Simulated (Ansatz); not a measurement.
## FeSi2 (Linzhiite): single point with PBEsol0

Crystal: FeSi2 (Linzhiite).

```xyz
3
Lattice="2.6840 0.0000 0.0000 0.0000 2.6840 0.0000 0.0000 0.0000 5.1280" Properties=species:S:1:pos:R:3 pbc="T T T"
Fe    0.0000    0.0000    0.0000
Si    1.3420    1.3420    3.7434
Si    1.3420    1.3420    1.3846
```

- Program: Ansatz 0.2.0
- Task: single point
- Functional: PBEsol0
- Potentials or basis: Ansatz PAW
- Cutoff: 420 eV (not typed: the program's choice for these potentials)
- k mesh: 5 × 5 × 3
- Occupations: fermi-dirac, width 0.05 eV
- Spin: collinear spin, ferromagnetic start
- Starting moments: [3.0, 0.0, 0.0] μB

```json
{
 "Pressure": "-8.7 GPa",
 "Largest force": "0.051 eV/Å",
 "Band gap on the k mesh": "none (metal or under the smearing width)",
 "Net moment": "0.11 μB per cell",
 "Absolute moment": "0.22 μB per cell",
 "Site moments": "Fe +0.15; Si -0.01 μB"
}
```

Forces in eV/Å, atoms in the order of the input:
```
Fe   0.000  0.000  0.000
Si   0.000  0.000  0.051
Si   0.000  0.000 -0.051
```

Stress tensor (GPa, compression positive):
```
-9.28  0.00  0.00
 0.00 -9.28  0.00
 0.00  0.00 -7.60
```

Levels at points of the mesh, in eV from the Fermi level:
Spin up:
```
           k point  band 10  band 11  band 12  band 13  band 14  band 15
(0.00, 0.00, 0.00)    -3.01    -3.01    -2.54     5.38     5.38     7.37
```
Spin down:
```csv
k point,band 10,band 11,band 12,band 13,band 14,band 15
"(0.00, 0.00, 0.00)",-2.90,-2.58,-2.41,5.34,5.34,7.34
```

Run time: 72 s on 1 × NVIDIA H100 80GB HBM3 with 2 threads of AMD EPYC 7R13 Processor (Zen 3), on a shared host, peak memory 1.6 GiB.

Caveat: the k mesh is coarse (spacing up to 0.47 Å⁻¹), so the values aren't converged, least of all with exact exchange; the magnetic or orbital state may not be the lowest; the PAW data sets come from PBE, with cores solved anew for the run's functional, which leaves a small shift of forces and pressure; the starting moments weren't kept; the thresholds are loose for stress.
